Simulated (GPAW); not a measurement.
Runs of GPAW 26.7.0 on Ni. Symmetry: P6_3/mmc, No. 194, hexagonal system. The conventional cell has a = 2.398 Å, b = 2.398 Å, c = 3.990 Å, α = 90.00°, β = 90.00°, γ = 120.00°. Ni (site symmetry -6m2) has 12 Ni at 2.40 to 2.43 Å as nearest neighbours. This isn't the form of Ni at room conditions, which is fcc.

| task | cell | lines | response ecut | maxiter | response k mesh | response bands | mesh quality | gap on the mesh (eV) | moment (μB) |
| --- | --- | --- | --- | --- | --- | --- | --- | --- | --- |
| magnons | P6_3/mmc, 9.93 Å³/atom | 2 | 150 eV | 150 | 8 × 8 × 4 | 34 | coarse | none | (a) |
| magnons | P6_3/mmc, 10.36 Å³/atom | 2 | 150 eV | 150 | 8 × 8 × 4 | 34 | coarse | none | 1.35 |
| single point | P6_3/mmc, 10.57 Å³/atom | - | - | 120 | - | - | not flagged | none | 1.36 |
| magnons | P6_3/mmc, 10.15 Å³/atom | 2 | 150 eV | 150 | 8 × 8 × 4 | 34 | coarse | none | 1.33 |

Alike in all rows: level LDA; potentials or basis the program's PAW data sets (release 1.2.1) made for this functional, pw; spin collinear, ferromagnetic start; k mesh 10 × 10 × 5; cutoff (eV) 450; smearing fermi-dirac 0.05 eV.

Problem. Fill in the values left out.

Solution. (a) 1.32.

Caveats: some runs use coarse meshes; the stock nickel data set gives pressures a few GPa off other programs; the number of bands moves the energies at small q by some ten meV (some runs); the exchange constants hang on this mesh and on the site radius (some runs); magnon energies are noisy on this mesh (some runs); the cutoff is short for stress and forces, so pressures can be off by a GPa or more (some runs).

A gap of «none» marks a metal or a gap under the smearing width.
